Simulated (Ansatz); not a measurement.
The following input was run with Ansatz 0.2.0.

```yaml
crystal:
  lattice:
    - [0.0, 3.4370534334, 3.4370534334]
    - [3.4370534334, 0.0, 3.4370534334]
    - [3.4370534334, 3.4370534334, 0.0]
  atoms:
    - { symbol: Rb, position: [0.0, 0.0, 0.0] }
    - { symbol: Br, position: [0.5, 0.5, 0.5] }
basis:
  ecutwfc: 420
kpoints:
  mp_grid: { grid: [6, 6, 6] }
hamiltonian:
  xc: pbe
scf:
  occupations: { method: gaussian, width: 0.02 }
output:
  forces: true
  stress: true
  eigenvalues: true
```

Launched with
```bash
ansatz run input.yaml --threads 1 --pin off --max-ram 2560MiB --backend cpu --events-out ev --progress --plain --runs-dir out
```

Theory: DFT PBE, scalar-relativistic, plane waves, PAW (Ansatz 0.2.0).

Part of what the program printed, abridged (iterations and final results):

```
SCF iter   1: F=—  HF=-6054.057313 eV  |F-HF|=—  |Δ(HF+E_count)|=         —  Δρ=1.84e-4  dr2=3.20e-5  ethr=1.77e-3  ⟨swp⟩=8.1  Hψ=1388  notcnv=0
SCF iter   2: F=—  HF=-6054.057447 eV  |F-HF|=—  |Δ(HF+E_count)|=   1.34e-4  Δρ=1.27e-4  dr2=2.30e-5  ethr=2.00e-7  ⟨swp⟩=3.5  Hψ=637  notcnv=0
SCF iter   3: F=—  HF=-6054.057481 eV  |F-HF|=—  |Δ(HF+E_count)|=   3.39e-5  Δρ=1.87e-4  dr2=5.03e-5  ethr=1.44e-7  ⟨swp⟩=2.0  Hψ=316  notcnv=0
SCF iter   4: F=—  HF=-6054.057463 eV  |F-HF|=—  |Δ(HF+E_count)|=   1.78e-5  Δρ=5.38e-5  dr2=3.75e-6  ethr=1.44e-7  ⟨swp⟩=2.0  Hψ=304  notcnv=0
SCF iter   5: F=-6054.057462 eV  HF=-6054.057462 eV  |F-HF|=4.01e-8  |Δ(HF+E_count)|=   9.39e-7  Δρ=7.06e-6  dr2=5.89e-8  ethr=2.34e-8  ⟨swp⟩=2.0  Hψ=260  notcnv=0
SCF iter   6: F=-6054.057462 eV  HF=-6054.057462 eV  |F-HF|=3.37e-9  |Δ(HF+E_count)|=   1.11e-8  Δρ=2.02e-6  dr2=4.51e-9  ethr=3.68e-10  ⟨swp⟩=3.0  Hψ=759  notcnv=0
SCF 1 converged in 6 iterations: F = -6054.057462 eV  dr2 = 4.51e-9
SCF converged after 6 iterations
Free energy (F): -6054.057462 eV
Harris-Foulkes:  -6054.057462 eV  (|F-HF|=3.37e-9)
Internal energy: -6054.057462 eV  (E = F + TS)
E sigma→0 (E₀):  -6054.057462 eV
Fermi energy:    3.331894 eV
--- Per-component energies (eV) ---
  E_band       = -108.191713
  E_kinetic    = 327.304668
  E_local      = -803.211605  (includes V_loc(G=0)·N_el)
  E_nonlocal   = 243.392199
  E_hartree    = 207.419040
  E_xc         = -396.305252
  E_vxc        = -242.008875  (∫ρ·V_xc dr)
  E_paw        = -4864.570317  (= ΣΔE_a)
  E_vpaw       = -48.505310  (= ΣTr[D̂ρ^β])
  E_aug_tail   = -0.000001  (compensation charges beyond the density's cutoff)
  E_ewald      = -768.086194
  E_smearing   =  0.000000  (= −TS)
--- Forces (eV/Å), atoms counted from 1 ---
  atom   1  Rb     0.00000000     0.00000000     0.00000000
  atom   2  Br     0.00000000     0.00000000     0.00000000
--- Stress (GPa, compression-positive) ---
        0.858060       0.000000       0.000000
        0.000000       0.858060       0.000000
        0.000000       0.000000       0.858060
  P = ⅓ Tr σ = 0.8581 GPa (8.581 kbar)
--- Band table (eV; the first three rows and the last of 16) ---
  k-point 0: bands = ["-23.2733", "-11.0103", "-7.3465", "-7.3465", "-7.3465", "1.1606", "1.1606", "1.1606", "5.5031", "8.4411", "8.4411", "8.4411"]
  k-point 1: bands = ["-23.2710", "-11.0206", "-7.3484", "-7.3484", "-7.3351", "0.8619", "1.0684", "1.0684", "6.1374", "8.3057", "8.7657", "8.7657"]
  k-point 2: bands = ["-23.2666", "-11.0409", "-7.3522", "-7.3522", "-7.3125", "0.3879", "0.8957", "0.8957", "7.3822", "8.4496", "9.6698", "9.6698"]
  k-point 15: bands = ["-23.2617", "-10.9781", "-7.4959", "-7.4427", "-7.3509", "0.7474", "0.7557", "0.8999", "7.4733", "8.9939", "9.1244", "10.0719"]
```

The run converged.

Time: 1.1 s on 1 thread of Arm Neoverse V2, on a shared host, peak memory 0.3 GiB.